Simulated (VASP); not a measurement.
# MnO (F-43m) in VASP: further runs

The runs below take MnO through single point, with PBE+U, PBEsol+U.

Everything below comes from runs of VASP 6.6.1. Logs are shortened: lines on timing, memory, paths and dates and some standing lists are left out, and cuts for length are marked.

## (1) The structure

The structure is cubic, space group F-43m (No. 216). The conventional cell has a = 4.873 Å, b = 4.873 Å, c = 4.873 Å, α = 90.00°, β = 90.00°, γ = 90.00°. Around Mn (site symmetry -43m) lie 4 O at 2.11 Å. Around O (site symmetry -43m) lie 4 Mn at 2.11 Å.

Measurements of this composition are mostly on another form, of space group No. 225.

## (2) Single point, PBE+U, collinear spin, ferromagnetic start

Contents of INCAR:

```
SYSTEM = MnO
  PREC = Accurate
  ENCUT = 520
  EDIFF = 1E-6
  ISMEAR = 0
  SIGMA = 0.05
  LREAL = .FALSE.
  LASPH = .TRUE.
  NELM = 120
  ALGO = Normal
  ISIF = 2
  LWAVE = .FALSE.
  LCHARG = .TRUE.
  ISPIN = 2
  MAGMOM = 4 0
  LORBIT = 11
  NUPDOWN = 2
  LMAXMIX = 4
  LDAU = .TRUE.
  LDAUTYPE = 2
  LDAUL = 2 -1
  LDAUU = 2 0
  LDAUJ = 0 0
  LDAUPRINT = 1
  GGA = PE
  LELF = .TRUE.
  LVHAR = .TRUE.
  NBANDS = 20
```

Contents of KPOINTS:

```
regular mesh
0
G
  7 7 7
  0 0 0
```

Contents of POSCAR:

```
MnO
1.0
    0.0000000000      2.4365134300      2.4365134300
    2.4365134300      0.0000000000      2.4365134300
    2.4365134300      2.4365134300      0.0000000000
Mn O
1 1
Direct
    0.0000000000      0.0000000000      0.0000000000
    0.2500000000      0.2500000000      0.2500000000
```

Potentials or basis: VASP PAW PBE potentials, release 64 (Mn_pv, O).

The run is started by

```sh
> cat potpaw_PBE.64/Mn_pv/POTCAR potpaw_PBE.64/O/POTCAR > POTCAR
> mpirun -np 1 vasp_std > vasp.out
```

OUTCAR:

```text
SYSTEM = MnO
   PREC = Accurate
   ENCUT = 520
   EDIFF = 1E-6
   ISMEAR = 0
   LREAL = .FALSE.
   LASPH = .TRUE.
   NELM = 120
   ISIF = 2
   ISPIN = 2
   LORBIT = 11
   NUPDOWN = 2
   GGA = PE

 ion  position               nearest neighbor table
   1  0.000  0.000  0.000-   2 2.11   2 2.11   2 2.11   2 2.11
   2  0.250  0.250  0.250-   1 2.11   1 2.11   1 2.11   1 2.11

  LATTYP: Found a face centered cubic cell.
 ALAT       =     4.8730268600

  Lattice vectors:

 A1 = (   0.0000000000,   2.4365134300,   2.4365134300)
 A2 = (   2.4365134300,   0.0000000000,   2.4365134300)
 A3 = (   2.4365134300,   2.4365134300,   0.0000000000)

Analysis of symmetry for initial positions (statically):
=====================================================================
 Subroutine PRICEL returns:
 Original cell was already a primitive cell.

 Routine SETGRP: Setting up the symmetry group for a
 face centered cubic supercell.

 Subroutine GETGRP returns: Found 24 space group operations
 (whereof 24 operations were pure point group operations)
 out of a pool of 48 trial point group operations.

The static configuration has the point symmetry T_d .

Analysis of symmetry for dynamics (positions and initial velocities):
=====================================================================
 Subroutine PRICEL returns:
 Original cell was already a primitive cell.

 Routine SETGRP: Setting up the symmetry group for a
 face centered cubic supercell.

 Subroutine GETGRP returns: Found 24 space group operations
 (whereof 24 operations were pure point group operations)
 out of a pool of 48 trial point group operations.

The dynamic configuration has the point symmetry T_d .

Analysis of structural, dynamic, and magnetic symmetry:
=====================================================================
 Subroutine PRICEL returns:
 Original cell was already a primitive cell.

 Routine SETGRP: Setting up the symmetry group for a
 face centered cubic supercell.

 Subroutine GETGRP returns: Found 24 space group operations
 (whereof 24 operations were pure point group operations)
 out of a pool of 48 trial point group operations.

The overall configuration has the point symmetry T_d .

 Subroutine INISYM returns: Found 24 space group operations
 (whereof 24 operations are pure point group operations),
 and found     1 'primitive' translations

----------------------------------------------------------------------------------------

                                     Primitive cell

  volume of cell :      28.9292

  direct lattice vectors                    reciprocal lattice vectors
     0.000000000  2.436513430  2.436513430    -0.205211264  0.205211264  0.205211264
     2.436513430  0.000000000  2.436513430     0.205211264 -0.205211264  0.205211264
     2.436513430  2.436513430  0.000000000     0.205211264  0.205211264 -0.205211264

  length of vectors
     3.445750338  3.445750338  3.445750338     0.355436335  0.355436335  0.355436335

  position of ions in fractional coordinates (direct lattice)
     0.000000000  0.000000000  0.000000000
     0.250000000  0.250000000  0.250000000

  ion indices of the primitive-cell ions
   primitive index   ion index
                 1           1
                 2           2

----------------------------------------------------------------------------------------

 KPOINTS: regular mesh

Automatic generation of k-mesh.
 Grid dimensions read from file:
 generate k-points for:    7    7    7

 Generating k-lattice:

  Cartesian coordinates                     Fractional coordinates (reciprocal lattice)
    -0.029315895  0.029315895  0.029315895     0.142857143  0.000000000  0.000000000
     0.029315895 -0.029315895  0.029315895     0.000000000  0.142857143  0.000000000
     0.029315895  0.029315895 -0.029315895     0.000000000  0.000000000  0.142857143

  Length of vectors
     0.050776619  0.050776619  0.050776619

  Shift w.r.t. Gamma in fractional coordinates (k-lattice)
     0.000000000  0.000000000  0.000000000

 Subroutine IBZKPT returns following result:
 ===========================================

 Found     20 irreducible k-points:

 Following reciprocal coordinates:
            Coordinates               Weight
  0.000000  0.000000  0.000000      1.000000
  0.142857  0.000000  0.000000      8.000000
  0.285714  0.000000  0.000000      8.000000
  0.428571  0.000000  0.000000      8.000000
  0.142857  0.142857  0.000000      6.000000
  0.285714  0.142857  0.000000     24.000000
[... 12 lines left out ...]
 -0.428571  0.428571  0.142857     24.000000
 -0.285714  0.428571  0.142857     24.000000
   k-points           NKPTS =     20   k-points in BZ     NKDIM =     20   number of bands    NBANDS=     20
   number of dos      NEDOS =    301   number of ions     NIONS =      2
   total plane-waves  NPLWV =  21952
   dimension x,y,z NGX =    28 NGY =   28 NGZ =   28
   dimension x,y,z NGXF=    56 NGYF=   56 NGZF=   56
   ions per type =               1   1
   NGX,Y,Z   is equivalent  to a cutoff of  13.51, 13.51, 13.51 a.u.
   NGXF,Y,Z  is equivalent  to a cutoff of  27.02, 27.02, 27.02 a.u.
 SYSTEM =  MnO
   PREC   = accura    normal or accurate (medium, high low for compatibility)
   ISTART =      0    job   : 0-new  1-cont  2-samecut
   ICHARG =      2    charge: 1-file 2-atom 10-const
   ISPIN  =      2    spin polarized calculation?
   LNONCOLLINEAR =      F non collinear calculations
   LSORBIT =      F    spin-orbit coupling
   LASPH  =      T    aspherical Exc in radial PAW
   ENCUT  =  520.0 eV  38.22 Ry    6.18 a.u.   6.41  6.41  6.41*2*pi/ulx,y,z
   NELM   =    120;   NELMIN=  2; NELMDL= -5     # of ELM steps
   EDIFF  = 0.1E-05   stopping-criterion for ELM
   LREAL  =      F    real-space projection
   EDIFFG = 0.1E-04   stopping-criterion for IOM
   NSW    =      0    number of steps for IOM
   IBRION =     -1    ionic relax: 0-MD 1-quasi-New 2-CG
   NFREE  =      0    steps in history (QN), initial steepest desc. (CG)
   ISIF   =      2    stress and relaxation
   ISYM   =      2    0-nonsym 1-usesym 2-fastsym
   POTIM  = 0.5000    time-step for ionic-motion
   TEBEG  =    0.0;   TEEND  =   0.0 temperature during run
   PSTRESS=    0.0 pullay stress
   NELECT =      19.0000    total number of electrons
   NUPDOWN=       2.0000    fix difference up-down
   EMIN   =  10.00;   EMAX   =-10.00  energy-range for DOS
   EFERMI =   0.00;   METHOD = LEGACY
   ISMEAR =     0;   SIGMA  =   0.05  broadening in eV -4-tet -1-fermi 0-gaus
   EFERMI_NEDOS =   21; number of points for ismear=-14 and -15
   IALGO  =     38    algorithm
   IMIX   =      4    mixing-type and parameters
     AMIX     =   0.40;   BMIX     =  1.00
     AMIX_MAG =   1.60;   BMIX_MAG =  1.00
  volume/ion in A,a.u.               =      14.46        97.61
  Fermi-wavevector in a.u.,A,eV,Ry     =   1.423029  2.689136 27.551972  2.025013
  Thomas-Fermi vector in A             =   2.543670
   LORBIT       =     11    0 simple, 1 ext, 2 COOP (PROOUT), +10 PAW based schemes
 LDA+U is selected, type is set to LDAUTYPE =  2
   angular momentum for each species LDAUL =     2   -1
   U (eV)           for each species LDAUU =   2.0  0.0
   J (eV)           for each species LDAUJ =   0.0  0.0
   GGA     = PE    functional components
   LHFCALC =     F    Hartree Fock is set to
   AEXX    =    0.0000 exact exchange contribution
   IVDW    =     0    specifies the selected vdW correction
   LEPSILON=     F    determine dielectric tensor
   LRPA    =     F    only Hartree local field effects (RPA)
 spin polarized calculation
 Gauss-broadening in eV      SIGMA  =   0.05
  energy-cutoff  :      520.00
  volume of cell :       28.93
 maximum number of plane-waves:       793
 NGX is ok and might be reduce to    28
   NGX = 13   NGY = 13   NGZ = 13

atom =   1  type =  1  l = 2

 onsite density matrix

spin component  1

  0.5805 -0.0000 -0.0000  0.0000  0.0000
 -0.0000  0.5805 -0.0000  0.0000  0.0000
 -0.0000 -0.0000  0.9143 -0.0000 -0.0000
  0.0000  0.0000 -0.0000  0.5805 -0.0000
  0.0000  0.0000 -0.0000 -0.0000  0.9143

spin component  2

  0.4275  0.0000  0.0000  0.0000 -0.0000
  0.0000  0.4275 -0.0000  0.0000  0.0000
  0.0000 -0.0000  0.0738  0.0000  0.0000
  0.0000  0.0000  0.0000  0.4275  0.0000
 -0.0000  0.0000  0.0000  0.0000  0.0738

 occupancies and eigenvectors

  o =  0.0738  v =  0.0000  0.0000  0.0000  0.0000  0.0000  0.0000 -0.0000  0.0214 -0.0000 -0.9998      0.0000  0.0000  0.0000  0.0000  0.0000  0.0000  0.0000  0.0000  0.0000  0.0000
  o =  0.0738  v =  0.0000  0.0000  0.0000  0.0000  0.0000  0.0000 -0.0000 -0.9998  0.0000 -0.0214      0.0000  0.0000  0.0000  0.0000  0.0000  0.0000  0.0000  0.0000  0.0000  0.0000
  o =  0.4275  v =  0.0000  0.0000  0.0000  0.0000  0.0000  0.0000 -0.9903  0.0000  0.1392  0.0000      0.0000  0.0000  0.0000  0.0000  0.0000  0.0000  0.0000  0.0000  0.0000  0.0000
  o =  0.4275  v =  0.0000  0.0000  0.0000  0.0000  0.0000  0.0000 -0.1392 -0.0000 -0.9903  0.0000      0.0000  0.0000  0.0000  0.0000  0.0000  0.0000  0.0000  0.0000  0.0000  0.0000
  o =  0.4275  v =  0.0000  0.0000  0.0000  0.0000  0.0000  1.0000  0.0000  0.0000  0.0000  0.0000      0.0000  0.0000  0.0000  0.0000  0.0000  0.0000  0.0000  0.0000  0.0000  0.0000
  o =  0.5805  v =  0.0000 -0.9233 -0.0000  0.3841  0.0000  0.0000  0.0000  0.0000  0.0000  0.0000      0.0000  0.0000  0.0000  0.0000  0.0000  0.0000  0.0000  0.0000  0.0000  0.0000
  o =  0.5805  v =  0.0000 -0.3841  0.0000 -0.9233  0.0000  0.0000  0.0000  0.0000  0.0000  0.0000      0.0000  0.0000  0.0000  0.0000  0.0000  0.0000  0.0000  0.0000  0.0000  0.0000
  o =  0.5805  v =  1.0000  0.0000  0.0000  0.0000  0.0000  0.0000  0.0000  0.0000  0.0000  0.0000      0.0000  0.0000  0.0000  0.0000  0.0000  0.0000  0.0000  0.0000  0.0000  0.0000
  o =  0.9143  v =  0.0000 -0.0000 -0.0503 -0.0000 -0.9987  0.0000  0.0000  0.0000  0.0000  0.0000      0.0000  0.0000  0.0000  0.0000  0.0000  0.0000  0.0000  0.0000  0.0000  0.0000
  o =  0.9143  v =  0.0000  0.0000 -0.9987 -0.0000  0.0503  0.0000  0.0000  0.0000  0.0000  0.0000      0.0000  0.0000  0.0000  0.0000  0.0000  0.0000  0.0000  0.0000  0.0000  0.0000

 number of electron      19.0000008 magnetization       1.9999865

 Free energy of the ion-electron system (eV)
  ---------------------------------------------------
  ext. energy  EPLUGINS =         0.00000000
  ---------------------------------------------------
  free energy    TOTEN  =       -12.97074730 eV

  energy without entropy =      -12.96277190  energy(sigma->0) =      -12.96675960

 E-fermi :   5.2437     XC(G=0): -10.3308

 val. band max:        5.2099142009   @ k =  -0.2857   0.2857   0.0000
 cond. band min:       3.9567091919   @ k =   0.4286   0.2857   0.0000
 fundamental gap:     -1.2532050091
 Fermi energy:         3.9428389815

 spin component 1

 k-point     1 :       0.0000    0.0000    0.0000
  band No.  band energies     occupation
      1     -44.9776      1.00000
      2     -44.9776      1.00000
      3     -44.9776      1.00000
      4     -14.8596      1.00000
      5      -0.8780      1.00000
      6      -0.8780      1.00000
[... 12 lines left out ...]
     19      22.0492      0.00000
[... 420 lines left out ...]
      3     -44.9851      1.00000
      4     -14.3951      1.00000
      5      -1.4855      1.00000
      6      -0.9215      1.00000
[... 12 lines left out ...]
     19      25.0630      0.00000
     20      25.8159      0.00000
 Fermi energy:         5.2436973196

 spin component 2

 k-point     1 :       0.0000    0.0000    0.0000
  band No.  band energies     occupation
      1     -42.6704      1.00000
      2     -42.6704      1.00000
      3     -42.6704      1.00000
      4     -15.0398      1.00000
      5      -0.6153      1.00000
      6      -0.6153      1.00000
[... 12 lines left out ...]
     19      22.0155      0.00000
[... 421 lines left out ...]
      4     -14.5863      1.00000
      5      -1.1252      1.00000
      6      -0.8579      1.00000
[... 12 lines left out ...]
     19      25.2187      0.00000
     20      25.9569      0.00000

------------------------ aborting loop because EDIFF is reached ----------------------------------------

  FORCE on cell =-STRESS in cart. coord.  units (eV):
  Direction    XX          YY          ZZ          XY          YZ          ZX
  --------------------------------------------------------------------------------------
  -------------------------------------------------------------------------------------
  Total       -4.3069636     -4.3069636     -4.3069636     -0.0000000      0.0000000      0.0000000
  in kB     -238.5312931   -238.5312931   -238.5312931     -0.0000000      0.0000000      0.0000000
  external PRESSURE =    -238.5312931 kB  Pullay stress =       0.0000000 kB

 VOLUME and BASIS-vectors are now :
 -----------------------------------------------------------------------------
  energy-cutoff  :      520.00
  volume of cell :       28.93
      direct lattice vectors                 reciprocal lattice vectors
     0.000000000  2.436513430  2.436513430    -0.205211264  0.205211264  0.205211264
     2.436513430  0.000000000  2.436513430     0.205211264 -0.205211264  0.205211264
     2.436513430  2.436513430  0.000000000     0.205211264  0.205211264 -0.205211264

 POSITION                                       TOTAL-FORCE (eV/Angst)
 -----------------------------------------------------------------------------------
      0.00000      0.00000      0.00000         0.000000      0.000000      0.000000
      1.21826      1.21826      1.21826        -0.000000     -0.000000     -0.000000
 -----------------------------------------------------------------------------------
    total drift:                               -0.000000     -0.000000     -0.000000

  FREE ENERGIE OF THE ION-ELECTRON SYSTEM (eV)
  ---------------------------------------------------
  free  energy   TOTEN  =       -12.9707472953 eV

  energy  without entropy=      -12.9627719021  energy(sigma->0) =      -12.96675960

 total charge

# of ion       s       p       d       tot
------------------------------------------
    1        0.205   6.171   4.978  11.353
    2        1.564   3.335   0.000   4.899
--------------------------------------------------
tot          1.769   9.506   4.978  16.252

 magnetization (x)

# of ion       s       p       d       tot
------------------------------------------
    1        0.008   0.002   2.136   2.146
    2       -0.004  -0.115   0.000  -0.120
--------------------------------------------------
tot          0.004  -0.113   2.136   2.027
```

It took 30 s on 1 thread of Intel Xeon Platinum 8259CL at 2.50GHz (Skylake/Cascade Lake), shared host; peak memory 0.18 GiB.

What came out:

```
Free energy                                           : -12.9707 eV
Pressure                                              : -23.9 GPa
Net moment                                            : 2.00 μB per cell
Site moments                                          : Mn +2.15; O -0.12 μB
Valence electrons inside the program's atomic spheres : Mn 11.35; O 4.90
```

Eigenvalues of the final occupation matrices:
```
    site  spin  trace               eigenvalues
site 1 d     1   3.57  0.58 0.58 0.58 0.91 0.91
site 1 d     2   1.43  0.07 0.07 0.43 0.43 0.43
```

Caveat: the moment is held away from its start; the total moment is fixed, so each spin has its own Fermi level; a cell with one magnetic atom can't hold antiferromagnetic order, which such compounds often take. The state reached can hang on the start; a lower one may exist.

(Continued in part 2 of 2.)
